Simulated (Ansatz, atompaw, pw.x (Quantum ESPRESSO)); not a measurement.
**From atom to crystal: PAW (atompaw) potential for lanthanum**

```json
{"Element": "lanthanum", "Generator": "atompaw 4.2.0.5", "Type": "PAW", "Functional": "PBE", "Relativity": "scalar-relativistic", "Frozen core": "[Kr]", "Valence charge": "21", "Reference configuration": "4d10 4f0 5s2 5p6 5d1 6s2 6p0", "Partial waves": "5s (bound); 6s (bound); 5p (bound); 6p (bound, empty); 4d (bound); 5d (bound); 4f (bound, empty); 4f channel at 0.05 Ry", "Local potential": "bessel scheme, radius 2.40 bohr", "Core correction": "smooth core density matched at 2.00 bohr", "Augmentation charge": "besselshape compensation charge, radius 2.95 bohr; PAW radius 3.00 bohr; waves and projectors: bloechl"}
```

Atomic tests: cutoffs needed: 35 Ry and 45 Ry (the cutoffs (Ry, on a coarse ladder) from which the occupation-weighted sum of valence levels, in a spherical-Bessel basis at the reference potential, stays within 10 and 1 mRy of its value at 400 Ry); ghost test: no extra level below or beside the all-electron valence levels (s, p, d, f tested) (spherical-Bessel basis up to 400 Ry, 20 bohr box); lowest eigenvalue of the overlap operator: 0.40 (s channel).

Crystal test: bcc La in pw.x 7.5, no spin, 11³ k-points, Fermi–Dirac smearing 0.01 Ry, cutoffs 55/550 Ry. The reference is all-electron LAPW (Ansatz 0.2.0) with the same functional, mesh and smearing; V0 and B0 come from Birch–Murnaghan fits to the pressures at five volumes. Errors are pseudo minus all-electron; Δ is the rms difference of the E(V) curves that follow from these fits, minima aligned, over ±6 % about the mean V0. Mesh and smearing are coarse, so the numbers serve the comparison and aren't converged zero-temperature values; the lattice is a test structure that the element need not adopt.

```
V (Å³/atom)  P all-electron (GPa)  P pseudo (GPa)
     35.920                  1.64            2.77
     36.866                  0.89            1.92
     37.811                  0.21            1.13
     38.756                 -0.41            0.41
     39.702                 -0.97           -0.21
```

All-electron: a0 = 4.241 Å (V0 = 38.13 Å³/atom), B0 = 25.4 GPa.

Pseudopotential: mean pressure error (GPa): +0.93; a0 (Å): 4.286; a0 error (%): +1.08; B0 error (%): +2.3; Δ (meV/atom): 7.1. This is a poor potential for the solid.

Problem. At the middle volume, how do free energy and pressure move when the wave cutoff is lowered (ecutrho held at 550 Ry)?

Solution.

| cutoff (Ry) | shift of F (meV/atom) | shift of P (GPa) |
| --- | --- | --- |
| 25 | +1678.2 | -24.25 |
| 33 | +239.5 | -5.16 |
| 44 | +12.7 | -0.39 |

The run at the middle volume (56 k-points, 19 iterations) took about 86 s on one core of a shared host (Intel(R) Xeon(R) 6975P-C, 192 threads, 756 GiB, load 70).
